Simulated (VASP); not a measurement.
**CaO (Lime): relaxation of the atoms with r2SCAN**

CaO (Lime):

```
Ca O
1.0
     0.00000    2.43539    2.43539
     2.43539    0.00000    2.43539
     2.43539    2.43539    0.00000
Ca O
1 1
Direct
  0.00000 0.00000 0.00000
  0.50000 0.50000 0.50000
```

The cell isn't the ideal one: a relaxed cell with its volume scaled by 1.04.

```json
{
 "Program": "VASP 6.6.1",
 "Task": "relaxation of the atoms",
 "Functional": "r2SCAN",
 "Potentials or basis": "VASP PAW PBE potentials, release 64 (Ca_sv, O)",
 "Cutoff": "600 eV",
 "k mesh": "10 × 10 × 10",
 "Occupations": "gaussian, width 0.03 eV",
 "Spin": "no spin polarisation",
 "Further INCAR settings": "ALGO = Normal; EDIFF = 1e-07; IBRION = 2; EDIFFG = -0.01; NSW = 40"
}
```

```yaml
Pressure_after_relaxing: -4.2 GPa
Band_gap_on_the_k_mesh: 4.20 eV, indirect (least direct gap 4.58 eV)
```

Final structure:
```cif
data_structure
_symmetry_space_group_name_H-M 'P 1'
_symmetry_Int_Tables_number 1
_cell_length_a 3.4442
_cell_length_b 3.4442
_cell_length_c 3.4442
_cell_angle_alpha 60.000
_cell_angle_beta 60.000
_cell_angle_gamma 60.000
_cell_volume 28.89
loop_
_atom_site_label
_atom_site_type_symbol
_atom_site_fract_x
_atom_site_fract_y
_atom_site_fract_z
_atom_site_occupancy
Ca1 Ca 0.00000 0.00000 0.00000 1
O1 O 0.50000 0.50000 0.50000 1
```

Levels at points of the mesh, in eV from the valence-band top:
```csv
k point,band 5,band 6,band 7,band 8,band 9,band 10,band 11,band 12
"(0.00, 0.00, 0.00)",-16.40,0.00,0.00,0.00,5.10,6.75,6.75,6.75
"(0.50, 0.00, 0.00)",-15.29,-2.51,-1.12,-1.12,7.50,8.82,8.82,8.90
"(0.50, 0.50, 0.00)",-16.18,-1.31,-0.38,-0.38,4.20,8.47,9.40,9.96
```

Wall time 2.1 min on 1 thread of AMD EPYC 7R13 Processor (Zen 3), with other jobs on the host, peak memory 0.15 GiB.

Caveat: the relaxation stopped at its first step, so nothing moved; the PAW data sets were made with another functional, which shifts forces and pressure a little. A k mesh can miss the band edges.
